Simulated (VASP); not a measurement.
## In2Se2 monolayer: relaxation and electronic structure

Wanted: how In2Se2 monolayer relaxes, and what it costs to take an electron out.

Method: PBEsol with D3(BJ); plane waves and PAW (Se, In), in VASP 6.6.1.

## 1. Set-up

The cell holds 4 atoms: 2 Se and 2 In. Its edges and angles: a = 4.134 Å, b = 4.134 Å, c = 23.143 Å, α = 90.0°, β = 90.0°, γ = 120.0°. Vacuum lies along c.

## 2. Relaxing the slab

The sheet's cell relaxes in its plane with the atoms, while the vacuum is kept.

INCAR reads:

```
SYSTEM = InSe
PREC = Normal
ENCUT = 400
EDIFF = 1E-05
NELM = 120
ISMEAR = -1
SIGMA = 0.05
LREAL = .FALSE.
ALGO = Fast
GGA = PS
IVDW = 12
NBANDS = 15
LORBIT = 11
LWAVE = .FALSE.
LCHARG = .FALSE.
KPAR = 2
LASPH = .TRUE.
IBRION = 2
NSW = 40
ISIF = 3
EDIFFG = -0.02
POTIM = 0.4
IDIPOL = 3
LDIPOL = .TRUE.
DIPOL = 0.5 0.5 0.5
LATTICE_CONSTRAINTS = .TRUE. .TRUE. .FALSE.
```

POSCAR reads:

```
InSe
1.0
    4.1340000000      0.0000000000      0.0000000000
   -2.0670000000      3.5801490192      0.0000000000
    0.0000000000      0.0000000000     23.1429094641
Se In
2 2
Direct
    0.3333333333      0.6666666667      0.3888880097
    0.3333333333      0.6666666667      0.6111119903
    0.0000000000      0.0000000000      0.4386421140
    0.0000000000      0.0000000000      0.5613578860
```

KPOINTS reads:

```
Automatic mesh
0
Gamma
12 12 1
0 0 0
```

The projector-augmented-wave data sets are Se and In (PBE family, release 64).

Started as:

```console
> mpirun -np 2 vasp_std
```

What it wrote:

```text
[banner, memory and clock lines left out]
running    2 mpi-ranks, on    1 nodes
 distrk:  each k-point on    1 cores,    2 groups
 distr:  one band on    1 cores,    1 groups

 POSCAR found type information on POSCAR SeIn
 POSCAR found :  2 types and       4 ions
|                                                                             |
|               ----> ADVICE to this user running VASP <----                  |
|                                                                             |
|     You enforced a specific xc type in the INCAR file but a different       |
|     [... a line on the potential file left out ...]
|     I HOPE YOU KNOW WHAT YOU ARE DOING!                                     |
|                                                                             |

 LDA part: xc-table for (Slater+PW92), standard interpolation
 POSCAR, INCAR and KPOINTS ok, starting setup
 FFT: planning ... GRIDC
 FFT: planning ... GRID_SOFT
 FFT: planning ... GRID
 WAVECAR not read
 entering main loop
       N       E                     dE             d eps       ncg     rms          rms(c)
DAV:   1     0.106605938750E+03    0.10661E+03   -0.46058E+03   570   0.666E+02
DAV:   2    -0.475327912488E-02   -0.10661E+03   -0.10070E+03   827   0.129E+02
DAV:   3    -0.154565541366E+02   -0.15452E+02   -0.15314E+02   766   0.577E+01
DAV:   4    -0.159307348288E+02   -0.47418E+00   -0.47334E+00   731   0.124E+01
DAV:   5    -0.159408514327E+02   -0.10117E-01   -0.10116E-01   817   0.168E+00    0.654E+00
RMM:   6    -0.155054294622E+02    0.43542E+00   -0.48023E-01   570   0.278E+00    0.382E+00
RMM:   7    -0.154329239179E+02    0.72506E-01   -0.38041E-01   570   0.253E+00    0.846E-01
RMM:   8    -0.154186761230E+02    0.14248E-01   -0.43624E-02   570   0.107E+00    0.181E-01
RMM:   9    -0.154189148874E+02   -0.23876E-03   -0.46145E-03   586   0.411E-01    0.134E-01
RMM:  10    -0.154190514166E+02   -0.13653E-03   -0.79717E-04   585   0.166E-01    0.662E-02
RMM:  11    -0.154190644707E+02   -0.13054E-04   -0.25502E-04   574   0.877E-02    0.259E-02
RMM:  12    -0.154190851271E+02   -0.20656E-04   -0.66605E-05   563   0.427E-02    0.113E-02
RMM:  13    -0.154191343045E+02   -0.49177E-04   -0.46012E-05   494   0.307E-02    0.162E-02
RMM:  14    -0.154191657247E+02   -0.31420E-04   -0.76112E-06   403   0.142E-02    0.446E-03
RMM:  15    -0.154191972103E+02   -0.31486E-04   -0.61709E-06   401   0.102E-02    0.282E-03
RMM:  16    -0.154192093425E+02   -0.12132E-04   -0.17369E-06   307   0.598E-03    0.815E-04
RMM:  17    -0.154192139385E+02   -0.45961E-05   -0.10387E-06   308   0.512E-03
   1 F= -.16190540E+02 E0= -.16190535E+02  d E =-.161905E+02
 curvature:   0.00 expect dE= 0.000E+00 dE for cont linesearch  0.000E+00
 trial: gam= 0.00000 g(F)=  0.567E-01 g(S)=  0.316E-01 ort = 0.000E+00 (trialstep = 0.100E+01)
 search vector abs. value=  0.883E-01
 bond charge predicted
       N       E                     dE             d eps       ncg     rms          rms(c)
DAV:   1    -0.155130882727E+02   -0.93879E-01   -0.12778E+00   682   0.598E+00    0.951E-01
RMM:   2    -0.154811730611E+02    0.31915E-01   -0.54646E-02   570   0.123E+00    0.422E-01
RMM:   3    -0.154738728397E+02    0.73002E-02   -0.32398E-02   570   0.873E-01    0.143E-01
RMM:   4    -0.154734725551E+02    0.40028E-03   -0.26317E-03   573   0.326E-01    0.114E-01
RMM:   5    -0.154733415045E+02    0.13105E-03   -0.11994E-03   570   0.180E-01    0.442E-02
RMM:   6    -0.154733545602E+02   -0.13056E-04   -0.41101E-04   573   0.105E-01    0.367E-02
RMM:   7    -0.154733484581E+02    0.61022E-05   -0.71686E-05   552   0.491E-02
   2 F= -.16264342E+02 E0= -.16264341E+02  d E =-.738019E-01
[... from here on, the cycles between the ionic steps are left out ...]
   3 F= -.16311180E+02 E0= -.16311180E+02  d E =-.120640E+00
   4 F= -.16311908E+02 E0= -.16311908E+02  d E =-.121368E+00
   5 F= -.16318399E+02 E0= -.16318399E+02  d E =-.649094E-02
   6 F= -.16327494E+02 E0= -.16327494E+02  d E =-.155861E-01
   7 F= -.16331419E+02 E0= -.16331419E+02  d E =-.392475E-02
   8 F= -.16333273E+02 E0= -.16333273E+02  d E =-.577911E-02
   9 F= -.16333277E+02 E0= -.16333277E+02  d E =-.578255E-02
  10 F= -.16333452E+02 E0= -.16333452E+02  d E =-.175090E-03
 trial-energy change:   -0.000175  1 .order   -0.000161   -0.000195   -0.000126
 step:   1.7046(harm=  1.7046)  dis= 0.00567  next Energy=   -16.333554 (dE=-0.277E-03)
 bond charge predicted
       N       E                     dE             d eps       ncg     rms          rms(c)
DAV:   1    -0.155066501010E+02   -0.25383E-03   -0.24478E-02   570   0.829E-01    0.591E-02
RMM:   2    -0.155067375577E+02   -0.87457E-04   -0.12388E-03   570   0.198E-01    0.170E-02
RMM:   3    -0.155067504033E+02   -0.12846E-04   -0.14596E-04   574   0.818E-02    0.167E-02
RMM:   4    -0.155067497807E+02    0.62261E-06   -0.25352E-05   430   0.357E-02
  11 F= -.16333612E+02 E0= -.16333612E+02  d E =-.335010E-03
 curvature:  -2.53 expect dE=-0.127E-03 dE for cont linesearch -0.789E-05
 trial: gam=-0.15257 g(F)=  0.104E-04 g(S)=  0.398E-04 ort = 0.548E-04 (trialstep = 0.821E+00)
 search vector abs. value=  0.559E-04
 reached required accuracy - stopping structural energy minimisation
```

Elapsed: 53 s, on 2 MPI ranks of Intel Xeon 6975P-C (Granite Rapids), shared host; peak memory 0.53 GiB.

Lines that name or quote the potential files are left out of all logs, and their timing lines are given in words.

OUTCAR, selected parts (step 2):

```text
ion  position               nearest neighbor table
   1  0.333  0.667  0.389-   3 2.65   3 2.65   3 2.65
   2  0.333  0.667  0.611-   4 2.65   4 2.65   4 2.65
   3  0.000  0.000  0.439-   1 2.65   1 2.65   1 2.65   4 2.84
   4  0.000  0.000  0.561-   2 2.65   2 2.65   2 2.65   3 2.84

  LATTYP: Found a hexagonal cell.
 ALAT       =     4.1340000000
 C/A-ratio  =     5.5981880658

 Subroutine GETGRP returns: Found 12 space group operations
 (whereof 12 operations were pure point group operations)

The static configuration has the point symmetry D_3h.

 Found     19 irreducible k-points:

   k-points           NKPTS =     19   k-points in BZ     NKDIM =     19   number of bands    NBANDS=     15

   dimension x,y,z NGX =    20 NGY =   20 NGZ =  120
   dimension x,y,z NGXF=    40 NGYF=   40 NGZF=  240

   ENCUT  =  400.0 eV  29.40 Ry    5.42 a.u.   6.74  6.74 37.74*2*pi/ulx,y,z

   NELECT =      18.0000    total number of electrons

 k-points in reciprocal lattice and weights: Automatic mesh
   0.00000000  0.00000000  0.00000000       0.007
   0.08333333  0.00000000  0.00000000       0.042
   0.16666667  0.00000000  0.00000000       0.042
   0.25000000  0.00000000  0.00000000       0.042
   0.33333333  0.00000000  0.00000000       0.042
   0.41666667  0.00000000  0.00000000       0.042
   0.50000000  0.00000000  0.00000000       0.021
   0.08333333  0.08333333  0.00000000       0.042
   0.16666667  0.08333333  0.00000000       0.083
[...]
0.33333333  0.25000000  0.00000000       0.083
   0.33333333  0.33333333  0.00000000       0.014

 Edisp (eV)   -0.82705

 dipolmoment           0.000000      0.000000      0.000000 electrons x Angstroem

 average (electrostatic) potential at core
       1 -60.1876       2 -60.1876       3 -44.4941       4 -44.4941

 E-fermi :  -2.1007

 k-point     1 :       0.0000    0.0000    0.0000
  band No.  band energies     occupation
    ...
      5      -3.4084      2.00000
      6      -3.4084      2.00000
      7      -3.3317      2.00000
      8      -3.3317      2.00000
      9      -3.1841      2.00000
     10      -1.2652      0.00000
     11      -0.0865      0.00000
     12       2.1635      0.00000
     13       2.1635      0.00000
     14       2.6251      0.00000
    ...

 k-point     2 :       0.0833    0.0000    0.0000
  band No.  band energies     occupation
    ...
      5      -3.8585      2.00000
      6      -3.7668      2.00000
      7      -3.5010      2.00000
      8      -3.4133      2.00000
      9      -3.1336      2.00000
     10      -0.8789      0.00000
     11       0.3244      0.00000
     12       1.7176      0.00000
     13       2.2309      0.00000
     14       2.7052      0.00000
    ...

 k-point     3 :       0.1667    0.0000    0.0000
  band No.  band energies     occupation
    ...
      5      -4.6873      2.00000
      6      -4.4633      2.00000
      7      -3.7356      2.00000
      8      -3.6219      2.00000
      9      -3.1039      2.00000
     10      -0.3166      0.00000
     11       0.5401      0.00000
     12       1.5013      0.00000
     13       2.3495      0.00000
     14       2.3541      0.00000
    ...

 Edisp (eV)   -0.82686

  Total      -0.04539    -0.04539    -0.01144     0.00000    -0.00000     0.00000
  in kB      -0.23048    -0.23048    -0.05807     0.00000    -0.00000     0.00000
  external pressure =       -0.17 kB  Pullay stress =        0.00 kB

  energy-cutoff  :      400.00
  volume of cell :      315.52
      direct lattice vectors                 reciprocal lattice vectors
     3.967685686  0.000000000  0.000000000     0.252036093  0.145513106  0.000000000
    -1.983842843  3.436116598  0.000000000     0.000000000  0.291026213  0.000000000
     0.000000000  0.000000000 23.142909464     0.000000000  0.000000000  0.043209779

 POSITION                                       TOTAL-FORCE (eV/Angst)
 -----------------------------------------------------------------------------------
     -0.00000      2.29074      8.88447         0.000000     -0.000000      0.004009
     -0.00000      2.29074     14.25844         0.000000     -0.000000     -0.004009
      0.00000      0.00000     10.19847        -0.000000      0.000000     -0.010891
      0.00000      0.00000     12.94444        -0.000000      0.000000      0.010891
 -----------------------------------------------------------------------------------
    total drift:                                0.000001     -0.000000     -0.000000

  FREE ENERGIE OF THE ION-ELECTRON SYSTEM (eV)
  ---------------------------------------------------
  free  energy   TOTEN  =       -16.3336118550 eV

  energy  without entropy=      -16.3336118535  energy(sigma->0) =      -16.33361185

 reached required accuracy - stopping structural energy minimisation

 vacuum level on the upper side and lower side of the slab         2.815         2.815

 total charge
# of ion       s       p       d       tot
------------------------------------------
    1        1.475   2.332   0.020   3.827
    2        1.475   2.332   0.020   3.827
    3        1.216   1.324   0.188   2.728
    4        1.216   1.324   0.188   2.728
--------------------------------------------------
tot          5.381   7.312   0.416  13.109

[... 3 further parts left out ...]
```

CONTCAR:

```
InSe
   1.00000000000000
     3.9676856857029210    0.0000000000000000    0.0000000000000000
    -1.9838428428514605    3.4361165980111283    0.0000000000000000
     0.0000000000000000    0.0000000000000000   23.1429094641000006
  Se              In
     2     2
Direct
     0.3333333332999970    0.6666666667000030    0.3838959256814395
     0.3333333332999970    0.6666666667000030    0.6161040743185604
     0.0000000000000000    0.0000000000000000    0.4406734423345697
     0.0000000000000000    0.0000000000000000    0.5593265576654303
```

The gap is read on the k-mesh alone, so it is an upper bound where the band edges lie off the mesh. The PAW data sets were made with PBE, which is usual practice but a small mismatch for other functionals. The data set In keeps the semicore shell frozen, which is cheaper and a little less accurate. The run keeps the 12 symmetry operations of its start, so it cannot find a distortion of lower symmetry.

Relaxation path:

```tsv
step	energy less that of the first step (eV)	largest force (eV/Å)	pressure (GPa)	volume (Å³)
1	0.0000	0.7639	-0.43	342.52
2	-0.0738	0.4612	-0.20	334.12
3	-0.1206	0.2266	0.16	322.70
4	-0.1214	0.2096	0.21	321.01
5	-0.1279	0.2057	0.24	319.30
6	-0.1370	0.2023	0.31	314.40
7	-0.1409	0.1130	0.18	315.00
8	-0.1427	0.0568	0.01	315.76
9	-0.1427	0.0599	0.00	315.78
10	-0.1429	0.0419	-0.01	315.69
11	-0.1431	0.0109	-0.02	315.52
```

```tsv
cell as run	before	after	change
a (Å)	4.134	3.968	-4.0 %
b (Å)	4.134	3.968	-4.0 %
```

The atoms that moved most (Å, along periodic axes as changes of fractional coordinates times the final cell, across vacuum about the mean position):

```tsv
atom	dx	dy	dz	length
Se2	0.000	0.000	0.116	0.116
Se1	0.000	0.000	-0.116	0.116
In4	0.000	0.000	-0.047	0.047
In3	0.000	0.000	0.047	0.047
```

Final coordinates:

```
Se In
1.0
     3.96769    0.00000    0.00000
    -1.98384    3.43612    0.00000
     0.00000    0.00000   23.14291
Se In
2 2
Cartesian
  0.0000 2.2907 8.8845
  0.0000 2.2907 14.2584
  0.0000 0.0000 10.1985
  0.0000 0.0000 12.9444
```

Numbers from this step:

| Item | Value |
| --- | --- |
| electronic cycles | 69 |
| electrons | 18 |
| free energy (TOTEN) | -16.33 eV |
| Fermi energy | -2.101 eV |
| labelled metallic, from the levels on this mesh | no |
| dipole moment | 0, 0, 0 e·Å |
| gap on the k-mesh | 1.839 eV |
| least direct gap on the k-mesh | 1.919 eV |

The run ended after 11 ionic steps, 0.143 eV below its first step, once forces and stress met EDIFFG = -0.02.

An edge in the plane moved by 4 %, while the plane waves stayed those of the start. The cell reached is therefore not relaxed on a basis of its own, and a second relaxation, which would tell, was not made.

Only the dipole across the slab is computed (IDIPOL = 3); zeros along the plane are no results.

(Continued in part 2 of 3.)

[Lines on the potential files, build, host, timing and source positions are cut from VASP's logs without a mark.]

[Logs are printed without paths, hosts, clocks, repeated set-up lines and the standing remarks that a program may print on its own settings, such as how far it seeks lower states.]

[Hosts, paths, dates, database ids (printed as entryN), source tags and the programs' standing remarks are cut or masked in the printed files.]

[In band tables of VASP the shares of atoms and orbitals are scaled to a sum of 1 inside the atoms' spheres.]

[Runs that stopped without an error message from VASP are left out.]
